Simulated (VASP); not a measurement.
# NaI in VASP: one cell, several levels of theory

Aim: gap, levels, forces and stress of zincblende NaI at fixed geometry. Runs: PBE, r2SCAN. The results are then set beside those of Ansatz 0.2.0 for the same cell. This is a trial cell built on a prototype, not taken from a measured structure, and it needn't be the compound's ground state.

The runs shown are made with VASP 6.6.1. PAW datasets, plane waves. Computed, not measured; no magnetism was allowed, and the structure may never have been made.

### 1 Starting point

The cell comes from an earlier relaxation with r2SCAN in another program.

The symmetry is F-43m (No. 216, cubic); conventional cell a = 7.086 Å, 44.48 Å³ an atom. Na has 4 I at 3.07 Å; I has 4 Na at 3.07 Å.

Structure file:

```cif
data_structure
_symmetry_space_group_name_H-M 'F-43m'
_symmetry_Int_Tables_number 216
_cell_length_a 7.0864
_cell_length_b 7.0864
_cell_length_c 7.0864
_cell_angle_alpha 90.000
_cell_angle_beta 90.000
_cell_angle_gamma 90.000
_cell_volume 355.86
loop_
_atom_site_label
_atom_site_type_symbol
_atom_site_symmetry_multiplicity
_atom_site_Wyckoff_symbol
_atom_site_fract_x
_atom_site_fract_y
_atom_site_fract_z
_atom_site_occupancy
Na1 Na 4 a 0.00000 0.00000 0.00000 1
I1 I 4 d 0.25000 0.25000 0.75000 1
```

### 2 Single point with PBE

Input file INCAR:

```
ENCUT = 520.000000
SIGMA = 0.020000
EDIFF = 1.00e-07
GGA = PE
PREC = Accurate
IBRION = -1
ISIF = 2
ISMEAR = -1
NBANDS = 14
NELM = 120
NSW = 0
LASPH = .TRUE.
LCHARG = .FALSE.
LWAVE = .FALSE.
LREAL = .FALSE.
```

Input file KPOINTS:

```
KPOINTS created by Atomic Simulation Environment
0
Gamma
6 6 6
0 0 0
```

Input file KPOINTS_OPT:

```
special points
6
Reciprocal
0.0000000000 0.0000000000 0.0000000000 1
-0.5000000000 -0.5000000000 0.0000000000 1
-0.3750000000 -0.3750000000 0.2500000000 1
-0.3750000000 0.0000000000 0.3750000000 1
0.0000000000 0.0000000000 0.5000000000 1
-0.5000000000 -0.2500000000 0.2500000000 1
```

Input file POSCAR:

```
Na I
 1.0000000000000000
     0.0000000000000000    3.5431916337822096    3.5431916337822096
     3.5431916337822096    0.0000000000000000    3.5431916337822096
     3.5431916337822096    3.5431916337822096    0.0000000000000000
 Na  I
   1   1
Cartesian
 -0.0000000000000000  0.0000000000000000 -0.0000000000000000
  1.7715958168911048  1.7715958168911048  1.7715958168911048
```

The run uses the recommended PBE PAW datasets (14 valence electrons a neutral cell).

The run is started by

```sh
$ mpirun -np 1 vasp_std
```

Printed to the terminal (iteration lines stand in OSZICAR):

```text
POSCAR found type information on POSCAR NaI
 POSCAR found :  2 types and       2 ions
 LDA part: xc-table for (Slater+PW92), standard interpolation
 POSCAR, INCAR and KPOINTS ok, starting setup
 FFT: planning ... GRIDC
 FFT: planning ... GRID_SOFT
 FFT: planning ... GRID
 WAVECAR not read
 entering main loop
 Start KPOINTS_OPT (optional k-point list driver)
k-point batch [1-6\6]
```

OSZICAR:

```text
N       E                     dE             d eps       ncg     rms          rms(c)
DAV:   1     0.826838873503E+02    0.82684E+02   -0.63580E+03   448   0.839E+02
DAV:   2     0.189692136993E+01   -0.80787E+02   -0.73997E+02   502   0.202E+02
DAV:   3    -0.519782211019E+01   -0.70947E+01   -0.70581E+01   580   0.605E+01
DAV:   4    -0.538587619015E+01   -0.18805E+00   -0.18803E+00   590   0.103E+01
DAV:   5    -0.538894642122E+01   -0.30702E-02   -0.30702E-02   624   0.124E+00    0.164E+00
DAV:   6    -0.528853854990E+01    0.10041E+00   -0.13138E-01   520   0.169E+00    0.113E+00
DAV:   7    -0.528048690035E+01    0.80516E-02   -0.10457E-01   532   0.138E+00    0.707E-01
DAV:   8    -0.528996939388E+01   -0.94825E-02   -0.10470E-02   490   0.661E-01    0.212E-01
DAV:   9    -0.528979930247E+01    0.17009E-03   -0.22785E-04   568   0.133E-01    0.675E-02
DAV:  10    -0.529017660304E+01   -0.37730E-03   -0.45681E-04   484   0.130E-01    0.194E-02
DAV:  11    -0.529019466011E+01   -0.18057E-04   -0.45344E-05   574   0.533E-02    0.520E-03
DAV:  12    -0.529019712772E+01   -0.24676E-05   -0.39990E-06   544   0.112E-02    0.296E-03
DAV:  13    -0.529019771846E+01   -0.59073E-06   -0.67481E-07   574   0.460E-03    0.749E-04
DAV:  14    -0.529019769750E+01    0.20955E-07   -0.31136E-08   554   0.131E-03
   1 F= -.52901977E+01 E0= -.52901977E+01  d E =-.181377E-10
       N       E                     dE             ncg
DAV:   1    -0.229542495050E+03   -0.26540E+04      168
DAV:   2    -0.703178784590E+03   -0.47364E+03      168
DAV:   3    -0.742856774777E+03   -0.39678E+02      222
DAV:   4    -0.743950124554E+03   -0.10933E+01      222
DAV:   5    -0.743970670104E+03   -0.20546E-01      228
DAV:   6    -0.743971817380E+03   -0.11473E-02      264
DAV:   7    -0.743971821009E+03   -0.36290E-05      234
DAV:   8    -0.743971821084E+03   -0.75655E-07      174
```

The lines after F= are the extra pass for the points of KPOINTS_OPT, at fixed density; their E is not a total energy.

Parts of OUTCAR:

```text
k-points           NKPTS =     16   k-points in BZ     NKDIM =     16   number of bands    NBANDS=     14

   NELECT =      14.0000    total number of electrons

   dimension x,y,z NGX =    40 NGY =   40 NGZ =   40
   dimension x,y,z NGXF=    80 NGYF=   80 NGZF=   80

  energy-cutoff  :      520.00
  volume of cell :       88.96
      direct lattice vectors                 reciprocal lattice vectors
     0.000000000  3.543191634  3.543191634    -0.141115709  0.141115709  0.141115709
     3.543191634  0.000000000  3.543191634     0.141115709 -0.141115709  0.141115709
     3.543191634  3.543191634  0.000000000     0.141115709  0.141115709 -0.141115709

 k-points in reciprocal lattice and weights: KPOINTS created by Atomic Simulation Env
   0.00000000  0.00000000  0.00000000       0.005
   0.16666667  0.00000000  0.00000000       0.037
   0.33333333  0.00000000  0.00000000       0.037
   0.50000000  0.00000000  0.00000000       0.019
   0.16666667  0.16666667  0.00000000       0.028
   0.33333333  0.16666667  0.00000000       0.111
   0.50000000  0.16666667  0.00000000       0.111
  -0.33333333  0.16666667  0.00000000       0.111
[... 8 more k-points ...]

 E-fermi :  -0.6849

 k-point     1 :       0.0000    0.0000    0.0000
  band No.  band energies     occupation
      1     -23.1984      2.00000
      2     -23.1984      2.00000
      3     -23.1984      2.00000
      4     -11.5427      2.00000
      5      -1.1098      2.00000
      6      -1.1098      2.00000
      7      -1.1098      2.00000
      8       2.7124      0.00000
      9       6.7894      0.00000
     10       6.7894      0.00000
     11       6.7894      0.00000
     12       8.5607      0.00000
     13       8.5607      0.00000
     14       9.8637      0.00000

 k-point     2 :       0.1667    0.0000    0.0000
  band No.  band energies     occupation
      1     -23.1990      2.00000
      2     -23.1984      2.00000
      3     -23.1984      2.00000
      4     -11.5111      2.00000
      5      -1.4955      2.00000
      6      -1.1444      2.00000
      7      -1.1444      2.00000
      8       3.2912      0.00000
      9       6.4309      0.00000
     10       6.9386      0.00000
     11       6.9386      0.00000
     12       8.1664      0.00000
     13       8.1665      0.00000
     14       9.6643      0.00000

 k-point     3 :       0.3333    0.0000    0.0000
  band No.  band energies     occupation
      1     -23.2003      2.00000
      2     -23.1986      2.00000
      3     -23.1986      2.00000
      4     -11.4464      2.00000
      5      -2.0866      2.00000
      6      -1.2107      2.00000
      7      -1.2107      2.00000
      8       4.1145      0.00000
      9       6.3390      0.00000
     10       6.7413      0.00000
     11       6.7413      0.00000
     12       8.7828      0.00000
     13       8.7828      0.00000
     14       9.1125      0.00000

 k-point     4 :       0.5000    0.0000    0.0000
  band No.  band energies     occupation
      1     -23.2009      2.00000
      2     -23.1987      2.00000
      3     -23.1987      2.00000
      4     -11.4133      2.00000
      5      -2.3319      2.00000
      6      -1.2426      2.00000
      7      -1.2426      2.00000
      8       4.3019      0.00000
      9       6.5552      0.00000
     10       6.5552      0.00000
     11       6.6100      0.00000
     12       9.4266      0.00000
     13      10.1214      0.00000
     14      10.1215      0.00000

 k-point     5 :       0.1667    0.1667    0.0000
  band No.  band energies     occupation
      1     -23.1991      2.00000
      2     -23.1985      2.00000
      3     -23.1985      2.00000
      4     -11.5007      2.00000
      5      -1.4959      2.00000
      6      -1.2166      2.00000
      7      -1.2166      2.00000
      8       3.4851      0.00000
      9       6.1463      0.00000
     10       7.1821      0.00000
     11       7.1821      0.00000
     12       7.1890      0.00000
     13       8.8472      0.00000
     14      10.9648      0.00000

 k-point     6 :       0.3333    0.1667    0.0000
  band No.  band energies     occupation
      1     -23.2000      2.00000
      2     -23.1987      2.00000
      3     -23.1987      2.00000
      4     -11.4470      2.00000
      5      -1.9283      2.00000
      6      -1.3170      2.00000
      7      -1.2996      2.00000
      8       4.2718      0.00000
      9       5.8742      0.00000
     10       6.4076      0.00000
     11       7.2973      0.00000
     12       8.0704      0.00000
     13       9.3240      0.00000
     14      10.2568      0.00000

 k-point     7 :       0.5000    0.1667    0.0000
  band No.  band energies     occupation
      1     -23.2008      2.00000
      2     -23.1990      2.00000
      3     -23.1988      2.00000
      4     -11.4030      2.00000
      5      -2.2194      2.00000
      6      -1.4550      2.00000
      7      -1.3130      2.00000
      8       4.7380      0.00000
      9       5.7233      0.00000
     10       6.7210      0.00000
     11       6.9999      0.00000
     12       8.9691      0.00000
     13      10.1504      0.00000
     14      10.4554      0.00000

 k-point     8 :      -0.3333    0.1667    0.0000
  band No.  band energies     occupation
      1     -23.2006      2.00000
      2     -23.1990      2.00000
      3     -23.1987      2.00000
      4     -11.4140      2.00000
      5      -2.1434      2.00000
      6      -1.4984      2.00000
      7      -1.2451      2.00000
      8       4.7533      0.00000
      9       5.8411      0.00000
     10       6.5387      0.00000
     11       6.9469      0.00000
     12       8.5058      0.00000
     13       9.9013      0.00000
     14      10.3067      0.00000

 k-point     9 :      -0.1667    0.1667    0.0000
  band No.  band energies     occupation
      1     -23.1997      2.00000
      2     -23.1988      2.00000
      3     -23.1985      2.00000
      4     -11.4684      2.00000
      5      -1.7994      2.00000
      6      -1.3524      2.00000
      7      -1.1595      2.00000
      8       4.0206      0.00000
      9       6.1625      0.00000
     10       6.5812      0.00000
     11       7.1986      0.00000
     12       7.5068      0.00000
     13       9.0210      0.00000
     14      10.4711      0.00000

[... the tables of k-points 10 to 16 left out ...]

  Total        0.2141031      0.2141031      0.2141031     -0.0000000      0.0000000     -0.0000000
  in kB        3.8558452      3.8558452      3.8558452     -0.0000000      0.0000000     -0.0000000
  external PRESSURE =       3.8558452 kB  Pullay stress =       0.0000000 kB

 POSITION                                       TOTAL-FORCE (eV/Angst)
 -----------------------------------------------------------------------------------
      0.00000      0.00000      0.00000         0.000000      0.000000     -0.000000
      1.77160      1.77160      1.77160        -0.000000     -0.000000      0.000000
 -----------------------------------------------------------------------------------
    total drift:                                0.000001      0.000001      0.000001

  FREE ENERGIE OF THE ION-ELECTRON SYSTEM (eV)
  ---------------------------------------------------
  free  energy   TOTEN  =        -5.2901976975 eV

  energy  without entropy=       -5.2901976975  energy(sigma->0) =       -5.29019770
```

Hardware: 1 MPI rank of Intel Xeon Platinum 8488C, shared host.

The levels at the points of KPOINTS_OPT are read from vasprun.xml.

Band energies at the special points (eV, zero at the top of v, the last band that the electrons fill by count):

```csv
point,v−1,v,c,c+1
Γ,0.00,0.00,3.82,7.90
X,-0.40,-0.40,5.19,6.19
U,-0.70,-0.31,5.74,6.77
K,-0.70,-0.31,5.74,6.77
L,-0.13,-0.13,5.41,7.67
W,-0.73,-0.45,6.07,7.27
```

PBE gives a direct gap of 3.82 eV at Γ. The pressure is 0.39 GPa; the forces vanish within 0.01 eV/Å.

[end of part 1 of 2]
